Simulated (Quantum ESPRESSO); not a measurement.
# CoO (F-43m) in Quantum ESPRESSO: settings compared

The runs below take CoO through phonons, with LDA, PBEsol.

Everything below comes from runs of Quantum ESPRESSO 7.5. Logs are shortened: lines on timing, memory, paths and dates and some standing lists are left out, and cuts for length are marked.

### Step 1. The structure

The structure is cubic, space group F-43m (No. 216). Conventional cell: a = 4.687 Å, b = 4.687 Å, c = 4.687 Å, α = 90.00°, β = 90.00°, γ = 90.00°. Around Co (site symmetry -43m) lie 4 O at 2.03 Å. O (site symmetry -43m) has 4 Co at 2.03 Å as nearest neighbours.

Measurements of this composition are mostly on another form, of space group No. 225.

### Step 2. Phonons, LDA, collinear spin, ferromagnetic start

The input, pw.in:

```
&CONTROL
  calculation = 'scf'
  prefix = 'pwscf'
  outdir = './tmp'
  pseudo_dir = './pseudo'
  tprnfor = .true.
  tstress = .true.
  disk_io = 'low'
/
&SYSTEM
  ibrav = 0
  nat = 2
  ntyp = 2
  ecutwfc = 56
  ecutrho = 448
  nbnd = 21
  occupations = 'smearing'
  smearing = 'fd'
  degauss = 0.00367493
  nspin = 2
  starting_magnetization(1) = 0.1176
  starting_magnetization(2) = 0
/
&ELECTRONS
  conv_thr = 4d-10
  electron_maxstep = 120
  mixing_beta = 0.3
/
ATOMIC_SPECIES
Co    58.9332 co_lda_v1.2.uspp.F.UPF
O     15.9990 o_lda_v1.2.uspp.F.UPF
CELL_PARAMETERS angstrom
   0.0000000000    2.3436418400    2.3436418400
   2.3436418400    0.0000000000    2.3436418400
   2.3436418400    2.3436418400    0.0000000000
ATOMIC_POSITIONS angstrom
Co     0.0000000000    0.0000000000    0.0000000000
O      1.1718209200    1.1718209200    1.1718209200
K_POINTS automatic
6 6 6 1 1 1
```

The input, relax.in:

```
&CONTROL
  calculation = 'vc-relax'
  prefix = 'pwscf'
  outdir = './tmp'
  pseudo_dir = './pseudo'
  tprnfor = .true.
  tstress = .true.
  disk_io = 'low'
  nstep = 40
  forc_conv_thr = 0.0001
  etot_conv_thr = 1d-06
/
&SYSTEM
  ibrav = 0
  nat = 2
  ntyp = 2
  ecutwfc = 56
  ecutrho = 448
  nbnd = 21
  occupations = 'smearing'
  smearing = 'fd'
  degauss = 0.00367493
  nspin = 2
  starting_magnetization(1) = 0.1176
  starting_magnetization(2) = 0
/
&ELECTRONS
  conv_thr = 4d-10
  electron_maxstep = 120
  mixing_beta = 0.3
/
&IONS
  ion_dynamics = 'bfgs'
/
&CELL
  cell_dynamics = 'bfgs'
  press = 0
  press_conv_thr = 0.2
/
ATOMIC_SPECIES
Co    58.9332 co_lda_v1.2.uspp.F.UPF
O     15.9990 o_lda_v1.2.uspp.F.UPF
CELL_PARAMETERS angstrom
   0.0000000000    2.3436418400    2.3436418400
   2.3436418400    0.0000000000    2.3436418400
   2.3436418400    2.3436418400    0.0000000000
ATOMIC_POSITIONS angstrom
Co     0.0000000000    0.0000000000    0.0000000000
O      1.1718209200    1.1718209200    1.1718209200
K_POINTS automatic
6 6 6 1 1 1
```

The input, scf2.in:

```
&CONTROL
  calculation = 'scf'
  prefix = 'pwscf'
  outdir = './tmp'
  pseudo_dir = './pseudo'
  tprnfor = .true.
  tstress = .true.
  disk_io = 'low'
/
&SYSTEM
  ibrav = 0
  nat = 2
  ntyp = 2
  ecutwfc = 56
  ecutrho = 448
  nbnd = 21
  occupations = 'smearing'
  smearing = 'fd'
  degauss = 0.00367493
  nspin = 2
  starting_magnetization(1) = 0.1176
  starting_magnetization(2) = 0
/
&ELECTRONS
  conv_thr = 1d-13
  electron_maxstep = 120
  mixing_beta = 0.3
  startingpot = 'file'
  startingwfc = 'file'
/
ATOMIC_SPECIES
Co    58.9332 co_lda_v1.2.uspp.F.UPF
O     15.9990 o_lda_v1.2.uspp.F.UPF
CELL_PARAMETERS angstrom
   0.0000000000    2.1443846868    2.1443846868
   2.1443846868    0.0000000000    2.1443846868
   2.1443846868    2.1443846868    0.0000000000
ATOMIC_POSITIONS angstrom
Co     0.0000000000    0.0000000000    0.0000000000
O      1.0721923434    1.0721923434    1.0721923434
K_POINTS automatic
6 6 6 1 1 1
```

The input, ph.in:

```
phonons of CoO
&INPUTPH
  prefix = 'pwscf'
  outdir = './tmp'
  tr2_ph = 1d-18
  fildyn = 'dyn'
  niter_ph = 90
  alpha_mix(1) = 0.4
/
0.0000000000 0.0000000000 0.0000000000
```

The input, dynmat.in:

```
&INPUT
  fildyn = 'dyn'
  asr = 'crystal'
  filout = 'dynmat.disp'
  fileig = 'dynmat.eig'
/
```

Potentials or basis: GBRV 1.5 LDA.

Launch:

```
$ OMP_NUM_THREADS=1 mpirun -n 4 pw.x -nk 4 -in pw.in > pw.out
$ OMP_NUM_THREADS=1 mpirun -n 4 pw.x -nk 4 -in relax.in > relax.out
$ OMP_NUM_THREADS=1 mpirun -n 4 pw.x -nk 4 -in scf2.in > scf2.out
$ OMP_NUM_THREADS=1 mpirun -n 4 ph.x -nk 4 -in ph.in > ph.out
$ OMP_NUM_THREADS=1 mpirun -n 1 dynmat.x -in dynmat.in > dynmat.out
```

pw.out:

```text
This program is part of the open-source Quantum ESPRESSO suite
     for quantum simulation of materials; please cite
[... 6 lines left out ...]
     using ibrav=0 with symmetry is DISCOURAGED, use correct ibrav instead

     K-points division:     npool     =       4
     Subspace diagonalization in iterative solution of the eigenvalue problem:
     a serial algorithm will be used

     G-vector sticks info
     --------------------
     sticks:   dense  smooth     PW     G-vecs:    dense   smooth      PW
     Sum        1213     595    199                27725     9841    1807

     Using Slab Decomposition

     bravais-lattice index     =            0
     lattice parameter (alat)  =       6.2633  a.u.
     unit-cell volume          =     173.7402 (a.u.)^3
     number of atoms/cell      =            2
     number of atomic types    =            2
     number of electrons       =        23.00
     number of Kohn-Sham states=           21
     kinetic-energy cutoff     =      56.0000  Ry
     charge density cutoff     =     448.0000  Ry
     scf convergence threshold =      4.0E-10
     mixing beta               =       0.3000
     number of iterations used =            8  plain     mixing
     Exchange-correlation= SLA  PZ   NOGX NOGC
                           (   1   1   0   0   0   0   0)

     celldm(1)=   6.263327  celldm(2)=   0.000000  celldm(3)=   0.000000
     celldm(4)=   0.000000  celldm(5)=   0.000000  celldm(6)=   0.000000

     crystal axes: (cart. coord. in units of alat)
               a(1) = (   0.000000   0.707107   0.707107 )
               a(2) = (   0.707107   0.000000   0.707107 )
               a(3) = (   0.707107   0.707107   0.000000 )

     reciprocal axes: (cart. coord. in units 2 pi/alat)
               b(1) = ( -0.707107  0.707107  0.707107 )
               b(2) = (  0.707107 -0.707107  0.707107 )
               b(3) = (  0.707107  0.707107 -0.707107 )

     PseudoPot. # 1 for Co read from file:
     co_lda_v1.2.uspp.F.UPF
     Pseudo is Ultrasoft + core correction, Zval = 17.0
     Generated by new atomic code, or converted to UPF format
     Using radial grid of  863 points,  6 beta functions with:
                l(1) =   0
                l(2) =   0
                l(3) =   1
                l(4) =   1
                l(5) =   2
                l(6) =   2
     Q(r) pseudized with  8 coefficients,  rinner =    1.200   1.200   1.200
                                                       1.200   1.200

     PseudoPot. # 2 for O  read from file:
     o_lda_v1.2.uspp.F.UPF
     Pseudo is Ultrasoft + core correction, Zval =  6.0
     Generated by new atomic code, or converted to UPF format
     Using radial grid of  737 points,  5 beta functions with:
                l(1) =   0
                l(2) =   0
                l(3) =   1
                l(4) =   1
                l(5) =   2
     Q(r) pseudized with  8 coefficients,  rinner =    0.900   0.900   0.900
                                                       0.900   0.900

     atomic species   valence    mass     pseudopotential
     Co               17.00    58.93320     Co( 1.00)
     O                 6.00    15.99900     O ( 1.00)

     Starting magnetic structure
     atomic species   magnetization
     Co              0.118
     O               0.000

     24 Sym. Ops. (no inversion) found

   Cartesian axes

     site n.     atom                  positions (alat units)
         1        Co     tau(   1) = (   0.0000000   0.0000000   0.0000000  )
         2        O      tau(   2) = (   0.3535534   0.3535534   0.3535534  )

     number of k points=    28  Fermi-Dirac smearing, width (Ry)=  0.0037
                       cart. coord. in units 2pi/alat
        k(    1) = (   0.0589256   0.0589256   0.0589256), wk =   0.0092593
        k(    2) = (   0.1767767   0.1767767  -0.0589256), wk =   0.0277778
        k(    3) = (   0.2946278   0.2946278  -0.1767767), wk =   0.0277778
        k(    4) = (  -0.2946278  -0.2946278   0.4124790), wk =   0.0277778
        k(    5) = (  -0.1767767  -0.1767767   0.2946278), wk =   0.0277778
        k(    6) = (  -0.0589256  -0.0589256   0.1767767), wk =   0.0277778
[... 20 lines left out ...]
        k(   27) = (   0.2946278   0.2946278   0.2946278), wk =   0.0092593
        k(   28) = (  -0.2946278  -0.2946278   0.8838835), wk =   0.0277778

     Dense  grid:    27725 G-vectors     FFT dimensions: (  45,  45,  45)

     Smooth grid:     9841 G-vectors     FFT dimensions: (  30,  30,  30)

     Check: negative core charge=   -0.000022
     Generating pointlists ...
     new r_m :   0.2526 (alat units)  1.5821 (a.u.) for type    1
     new r_m :   0.2526 (alat units)  1.5821 (a.u.) for type    2

     Initial potential from superposition of free atoms

     starting charge      22.0000, renormalised to      23.0000
     Starting wfcs are   17 randomized atomic wfcs +    4 random wfcs

     Self-consistent Calculation

     iteration #  1     ecut=    56.00 Ry     beta= 0.30
     Davidson diagonalization with overlap
     ethr =  1.00E-02,  avg # of iterations =  5.5

     total energy              =    -327.42342395 Ry
     estimated scf accuracy    <       9.42631203 Ry

     total magnetization       =     2.36 Bohr mag/cell
     absolute magnetization    =     2.40 Bohr mag/cell

     iteration #  2     ecut=    56.00 Ry     beta= 0.30
     Davidson diagonalization with overlap
     ethr =  1.00E-02,  avg # of iterations =  2.1

     total energy              =    -329.26183814 Ry
     estimated scf accuracy    <      11.61714558 Ry

     total magnetization       =     0.25 Bohr mag/cell
     absolute magnetization    =     0.28 Bohr mag/cell
[... 131 lines left out ...]
     iteration # 16     ecut=    56.00 Ry     beta= 0.30
     Davidson diagonalization with overlap
     ethr =  1.48E-10,  avg # of iterations =  1.1

     total energy              =    -330.54269782 Ry
     estimated scf accuracy    <          6.7E-10 Ry

     total magnetization       =     3.00 Bohr mag/cell
     absolute magnetization    =     3.01 Bohr mag/cell

     iteration # 17     ecut=    56.00 Ry     beta= 0.30
     Davidson diagonalization with overlap
     ethr =  2.90E-12,  avg # of iterations =  1.9

     Magnetic moment per site  (integrated on atomic sphere of radius R)
     atom   1 (R=0.253)  charge= 14.3735  magn=  2.4411
     atom   2 (R=0.253)  charge=  5.4517  magn=  0.3694

     End of self-consistent calculation

 ------ SPIN UP ------------

          k = 0.0589 0.0589 0.0589 (  1243 PWs)   bands (ev):

   -87.4014 -51.0430 -51.0423 -51.0423 -10.2521   2.9893   3.1044   3.1044
     6.0592   6.0592   8.2035   8.5902   8.5902   9.1006  20.9830  21.6997
    21.6997  26.6201  27.0676  27.0676  29.1291

          k = 0.1768 0.1768-0.0589 (  1238 PWs)   bands (ev):

   -87.4011 -51.0463 -51.0434 -51.0427 -10.0933   2.6699   3.2012   3.2074
     5.9816   6.0840   7.6014   8.1835   8.4714  10.3968  19.1518  20.8113
    22.1909  25.3763  25.8227  28.0589  31.0028

          k = 0.2946 0.2946-0.1768 (  1230 PWs)   bands (ev):

   -87.4007 -51.0519 -51.0445 -51.0437  -9.8429   2.4327   3.3115   3.3590
     6.0260   6.1470   6.5377   7.8111   8.0970  12.5116  16.4783  20.5050
    21.6476  25.5938  26.6165  28.0059  32.7613
[... 67 lines left out ...]
          k = 0.1768-0.2946 0.4125 (  1227 PWs)   bands (ev):

   -87.4006 -51.0528 -51.0455 -51.0444  -9.7573   2.4970   3.2816   3.4491
     6.0176   6.1278   6.3166   7.5362   7.8650  13.5382  15.9031  19.7153
    21.3300  25.4568  27.5449  28.9318  32.5264

          k =-0.6482 0.0589 0.0589 (  1227 PWs)   bands (ev):

   -87.4003 -51.0536 -51.0471 -51.0466  -9.6185   2.2260   3.8131   3.8265
     5.6370   6.2786   6.5267   6.9193   6.9943  13.5240  17.3014  18.7296
    21.5562  21.7065  28.7550  32.3812  34.1252

          k =-0.5303 0.1768-0.0589 (  1228 PWs)   bands (ev):

   -87.4004 -51.0521 -51.0471 -51.0458  -9.6904   2.3983   3.4909   3.6774
     5.7599   6.1854   6.5313   7.0360   7.5009  13.5027  17.4044  18.5053
    20.9398  23.1464  30.0011  30.3434  33.1737

          k =-0.4125 0.0589 0.0589 (  1241 PWs)   bands (ev):

   -87.4007 -51.0499 -51.0452 -51.0450  -9.8506   2.3281   3.4594   3.4819
     5.7267   6.2177   7.2408   7.5943   7.6980  11.9583  18.4900  19.7066
    21.3097  21.9789  29.8723  30.6462  32.3511

          k = 0.1768 0.1768 0.1768 (  1239 PWs)   bands (ev):

   -87.4010 -51.0482 -51.0431 -51.0431 -10.0294   2.5628   3.2454   3.2454
     6.0411   6.0411   7.2368   8.3082   8.3082  10.8670  18.1023  21.7159
    21.7159  25.3455  26.5003  26.5003  32.4701

          k = 0.2946 0.2946 0.0589 (  1233 PWs)   bands (ev):
[... 41 lines left out ...]
          k = 0.2946 0.2946 0.2946 (  1221 PWs)   bands (ev):

   -87.4006 -51.0534 -51.0440 -51.0440  -9.7997   2.3655   3.3671   3.3671
     6.1323   6.1323   6.2735   7.9441   7.9441  13.0049  15.6639  21.3027
    21.3027  24.8122  27.7554  27.7554  32.2022

          k =-0.2946-0.2946 0.8839 (  1222 PWs)   bands (ev):

   -87.4005 -51.0532 -51.0462 -51.0446  -9.7175   2.5775   3.2456   3.4807
     5.9413   6.0910   6.2871   7.4019   7.7715  14.4206  15.2353  19.2946
    21.3765  25.4374  28.2158  28.8146  32.5148

 ------ SPIN DOWN ----------

          k = 0.0589 0.0589 0.0589 (  1243 PWs)   bands (ev):

   -84.1831 -47.9672 -47.9663 -47.9663  -9.6333   4.1697   4.3483   4.3483
     8.4390   8.4390   9.2750  10.7453  10.7873  10.7873  21.4871  22.2275
    22.2275  26.9876  27.5896  27.5896  29.5078

          k = 0.1768 0.1768-0.0589 (  1238 PWs)   bands (ev):

   -84.1828 -47.9714 -47.9677 -47.9668  -9.4642   3.6282   4.3876   4.4320
     8.3475   8.4746   9.8402  10.3484  10.6798  11.1342  19.6557  21.3421
    22.7973  25.8945  26.3013  28.5605  31.5069

          k = 0.2946 0.2946-0.1768 (  1230 PWs)   bands (ev):

   -84.1823 -47.9782 -47.9690 -47.9681  -9.1960   3.1025   4.4421   4.5329
     8.4262   8.5761   9.0256  10.0356  10.3060  13.1314  17.0551  21.1083
    22.2906  26.0576  27.1701  28.5705  33.4036
[... 67 lines left out ...]
          k = 0.1768-0.2946 0.4125 (  1227 PWs)   bands (ev):

   -84.1821 -47.9794 -47.9703 -47.9689  -9.1040   3.1116   4.3437   4.5740
     8.4111   8.5886   8.8037   9.8021  10.0976  14.1725  16.5479  20.3538
    21.9580  25.9867  28.0652  29.4941  33.0803

          k =-0.6482 0.0589 0.0589 (  1227 PWs)   bands (ev):

   -84.1819 -47.9803 -47.9722 -47.9717  -8.9553   2.9526   4.6745   4.7399
     7.8832   8.7456   8.8239   9.3917   9.4141  14.3698  18.1374  19.2914
    22.1661  22.3062  29.3243  32.6697  34.6191

          k =-0.5303 0.1768-0.0589 (  1228 PWs)   bands (ev):

   -84.1820 -47.9785 -47.9722 -47.9707  -9.0325   3.1428   4.4010   4.6572
     8.0204   8.6437   8.8986   9.4974   9.8414  14.2399  18.1766  19.1036
    21.5264  23.7329  30.5444  30.8573  33.5276

          k =-0.4125 0.0589 0.0589 (  1241 PWs)   bands (ev):

   -84.1823 -47.9757 -47.9699 -47.9697  -9.2048   3.1606   4.5239   4.5609
     8.0159   8.6498   9.6098   9.9300  10.0161  12.5596  19.2217  20.2673
    21.8710  22.5378  30.4069  31.1379  32.8300

          k = 0.1768 0.1768 0.1768 (  1239 PWs)   bands (ev):

   -84.1827 -47.9736 -47.9674 -47.9674  -9.3959   3.4255   4.4498   4.4498
     8.4254   8.4254   9.5936  10.5235  10.5235  11.4900  18.6027  22.3054
    22.3054  25.7869  27.0402  27.0402  33.0176

          k = 0.2946 0.2946 0.0589 (  1233 PWs)   bands (ev):
[... 41 lines left out ...]
          k = 0.2946 0.2946 0.2946 (  1221 PWs)   bands (ev):

   -84.1822 -47.9800 -47.9684 -47.9684  -9.1493   2.9597   4.5315   4.5315
     8.5644   8.5644   8.8316  10.1320  10.1320  13.5725  16.2922  21.9362
    21.9362  25.2368  28.3464  28.3464  32.8460

          k =-0.2946-0.2946 0.8839 (  1222 PWs)   bands (ev):

   -84.1821 -47.9798 -47.9712 -47.9691  -9.0612   3.1564   4.2569   4.5975
     8.3821   8.5302   8.7747   9.6949  10.0072  15.0224  15.9519  19.9426
    22.0083  25.9633  28.8162  29.3090  33.0015

     the Fermi energy is     8.7192 ev

!    total energy              =    -330.54269782 Ry
     estimated scf accuracy    <          5.7E-11 Ry
     smearing contrib. (-TS)   =      -0.00175749 Ry
     internal energy E=F+TS    =    -330.54094033 Ry

     The total energy is F=E-TS. E is the sum of the following terms:
     one-electron contribution =    -227.55500831 Ry
     hartree contribution      =     122.93650102 Ry
     xc contribution           =     -39.22855163 Ry
     ewald contribution        =    -186.69388141 Ry

     total magnetization       =     3.00 Bohr mag/cell
     absolute magnetization    =     3.01 Bohr mag/cell

     convergence has been achieved in  17 iterations

     Forces acting on atoms (cartesian axes, Ry/au):

     atom    1 type  1   force =     0.00000000    0.00000000    0.00000000
     atom    2 type  2   force =     0.00000000    0.00000000    0.00000000

     Total force =     0.000000     Total SCF correction =     0.000000

     Computing stress (Cartesian axis) and pressure

          total   stress  (Ry/bohr**3)                   (kbar)     P=     -246.97
  -0.00167889  -0.00000000   0.00000000         -246.97       -0.00        0.00
  -0.00000000  -0.00167889   0.00000000           -0.00     -246.97        0.00
   0.00000000   0.00000000  -0.00167889            0.00        0.00     -246.97

=------------------------------------------------------------------------------=
   JOB DONE.
=------------------------------------------------------------------------------=
```

Run time: 2.3 min. Hardware: 4 MPI ranks of Intel Xeon 6975P-C (Granite Rapids), shared host; peak memory 0.52 GiB.

Results:

```yaml
Free_energy: -4497.7807 eV
Relaxed_volume: 9.86 Å³/atom
Relaxed_cell: a = 3.033 Å, b = 3.033 Å, c = 3.033 Å, α = 60.00°, β = 60.00°, γ = 60.00°
Space_group_after_relaxing_to_0.05_Å: F-43m (No. 216)
Pressure_after_relaxing: 0.0 GPa
Band_gap_on_the_k_mesh: none (metal or under the smearing width)
Net_moment: 1.65 μB per cell
Absolute_moment: 1.66 μB per cell
Site_moments: Co +1.36; O +0.16 μB
Valence_electrons_inside_the_program's_atomic_spheres: Co 14.37; O 5.45
Highest_phonon_frequency_at_Γ: 499 cm⁻¹
```

Step by step:
| step | energy change (eV) | largest force (eV/Å) | pressure (GPa) | volume (Å³) |
| --- | --- | --- | --- | --- |
| 1 | 0.0000 | 0.0000 | -24.70 | 25.75 |
| 2 | -0.3773 | 0.0000 | -13.36 | 22.64 |
| 3 | -0.5224 | 0.0000 | -1.16 | 19.83 |
| 4 | -0.5223 | 0.0000 | 1.38 | 19.60 |
| 5 | -0.5228 | 0.0000 | -0.03 | 19.72 |
| 6 | -0.5228 | 0.0000 | -0.01 | 19.72 |

Final structure:
```yaml
crystal:
  lattice:
    - [0.00000, 2.14438, 2.14438]
    - [2.14438, 0.00000, 2.14438]
    - [2.14438, 2.14438, 0.00000]
  atoms:
    - { symbol: Co, position: [0.00000, 0.00000, 0.00000] }
    - { symbol: O, position: [0.25000, 0.25000, 0.25000] }
```

Levels at points of the mesh, in eV from the Fermi level:
Spin up:
| k point | band 8 | band 9 | band 10 | band 11 | band 12 | band 13 | band 14 | band 15 | band 16 | band 17 |
| --- | --- | --- | --- | --- | --- | --- | --- | --- | --- | --- |
| (0.08, 0.08, 0.08) | -7.09 | -2.20 | -2.20 | 0.48 | 0.99 | 0.99 | 1.12 | 14.32 | 15.23 | 15.23 |
Spin down:
| k point | band 7 | band 8 | band 9 | band 10 | band 11 | band 12 | band 13 | band 14 | band 15 | band 16 |
| --- | --- | --- | --- | --- | --- | --- | --- | --- | --- | --- |
| (0.08, 0.08, 0.08) | -6.45 | -6.45 | -0.90 | -0.90 | 0.96 | 2.24 | 2.32 | 2.32 | 14.59 | 15.52 |

Phonon frequencies in cm⁻¹ (negative: imaginary):
| q point | frequencies |
| --- | --- |
| (0.000, 0.000, 0.000) | -7 -7 -7 499 499 499 |

Optical modes at Γ, degenerate ones joined:
| cm⁻¹ | components | symmetry | active in |
| --- | --- | --- | --- |
| 499 | 3 | T2 | IR and Raman |

Caveat: the k mesh is coarse (spacing up to 0.39 Å⁻¹), so the values aren't converged; the mesh is thin for the phonons of a metal; the volume moved by over 15 % at a fixed basis, so the end points are rough; a cell with one magnetic atom can't hold antiferromagnetic order, which such compounds often take; semilocal functionals often make such compounds metallic where correlation or magnetic order opens a gap, which also shifts bond lengths.

(Part 1 of 4 ends here.)
